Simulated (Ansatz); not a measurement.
NbN: zone-centre modes under pressure

NbN, Fm-3m, a = 4.382 Å. Ansatz: PBEsol, PAW, 420 eV, Γ-centred 16×16×16 mesh on 2 atoms, Fermi-Dirac smearing 0.15 eV; no spin polarisation. Cell and atoms are relaxed at each pressure with the symmetry kept; optical modes at Γ by linear response, in cm⁻¹, the highest.

| P (GPa) | V (Å³/atom) | ω1 |
| --- | --- | --- |
| 0 | 10.516 | 406.1 |
| 3 | 10.423 | 417.3 |
| 8 | 10.278 | 435.1 |
| 15 | 10.091 | ? |

Question: Get the mode's Grüneisen parameter γ = −d ln ω/d ln V from the other rows and predict the missing frequency.

Answer: ln(V/V0) = 0.0000, -0.0089, -0.0229, -0.0413; a line through ln(ω/ω0) of the 3 known rows gives ω1: γ = 3.010 (intercept 0.0002), predicted 459.9, computed 458.2. The miss is 0.4 %, or 3 % of the shift under pressure, so a constant γ serves at that level. In a metal these frequencies hang on the mesh and smearing.

Cost: 4 runs of about 2 core-minutes in all, on AMD EPYC 7R43 (Zen 3) (shared hosts).